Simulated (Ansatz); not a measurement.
# Ta in Ansatz: the effect of functional

Ta:

```xyz
2
Lattice="2.8612 0.0000 0.0000 -1.4306 2.4778 0.0000 0.0000 0.0000 5.0965" Properties=species:S:1:pos:R:3 pbc="T T T"
Ta    0.0000    1.6519    1.2741
Ta    1.4306    0.8259    3.8223
```

This isn't the form of Ta at room conditions, which is bcc.

The cell isn't the ideal one: volume scaled by 0.96.

Alike in all runs:

* Program: Ansatz 0.2.0
* Task: single point
* Potentials or basis: Ansatz PAW
* k mesh: 11 × 11 × 5
* Occupations: fermi-dirac, width 0.05 eV
* Spin: no spin polarisation

Question: One run gave: pressure -4.6 GPa. Which functional did it use?
A. PBEsol
B. LDA
C. r2SCAN

Answer: B.

| functional | cutoff | pressure (GPa) |
| --- | --- | --- |
| LDA | 420 eV (not typed: the program's choice for these potentials) | -4.6 |
| PBEsol | 420 eV (not typed: the program's choice for these potentials) | 0.4 |
| r2SCAN | 500 eV (not typed: the program's choice for these potentials) | 4.5 |

Caveats: the PAW data sets come from PBE, with cores solved anew for the run's functional, which leaves a small shift of forces and pressure.

Runs at the PBE level aren't shown here.
